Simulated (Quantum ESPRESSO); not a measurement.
Input of a Quantum ESPRESSO 7.5 run:

pw.in

```
&CONTROL
  calculation = 'scf'
  prefix = 'pwscf'
  outdir = './tmp'
  pseudo_dir = './pseudo'
  tprnfor = .true.
  tstress = .true.
  disk_io = 'nowf'
/
&SYSTEM
  ibrav = 0
  nat = 2
  ntyp = 2
  ecutwfc = 90
  nbnd = 14
  occupations = 'smearing'
  smearing = 'fd'
  degauss = 0.00367493
/
&ELECTRONS
  conv_thr = 4d-10
  electron_maxstep = 120
  mixing_beta = 0.5
/
ATOMIC_SPECIES
S     32.0600 S.upf
Mg    24.3050 Mg.upf
CELL_PARAMETERS angstrom
   0.0000000000    2.7554609009    2.7554609009
   2.7554609009    0.0000000000    2.7554609009
   2.7554609009    2.7554609009    0.0000000000
ATOMIC_POSITIONS crystal
S      0.2500000000    0.2500000000    0.2500000000
Mg     0.0000000000    0.0000000000    0.0000000000
K_POINTS automatic
6 6 6 0 0 0
```

Potentials or basis: PseudoDojo 0.5 SR PBE standard.

Command:

```console
$ OMP_NUM_THREADS=2 pw.x -in pw.in > pw.out
```

Predict the pressure.

6.8 GPa.

Predict the band gap on the k mesh.

3.81 eV, indirect (least direct gap 3.87 eV).

A k mesh can miss the band edges.
